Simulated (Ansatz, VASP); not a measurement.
Ga: VASP beside Ansatz

```
Ga
1.0
     0.00000    3.08773    3.08773
     3.08773    0.00000    3.08773
     3.08773    3.08773    0.00000
Ga
2
Direct
  0.12500 0.12500 0.12500
  0.87500 0.87500 0.87500
```

Alike in both runs: task single point; functional revPBE; k mesh 10 × 10 × 10; occupations fermi-dirac, width 0.1 eV; no spin polarisation.

|  | VASP | Ansatz |
| --- | --- | --- |
| version | VASP 6.6.1 | Ansatz 0.2.0 |
| potentials or method | VASP PAW PBE potentials, release 64 (Ga_d) | plane waves (420 eV) with PAW, scalar-relativistic |
| plane-wave cutoff (eV) | 520 | 420 |
| valence electrons in the cell | 26 | 26 |

```tsv
	VASP	Ansatz	Ansatz less VASP
pressure (GPa)	-2.6	-2.7	-0.08
```

Caveats: the PAW data sets were made with another functional, which shifts forces and pressure a little (VASP).
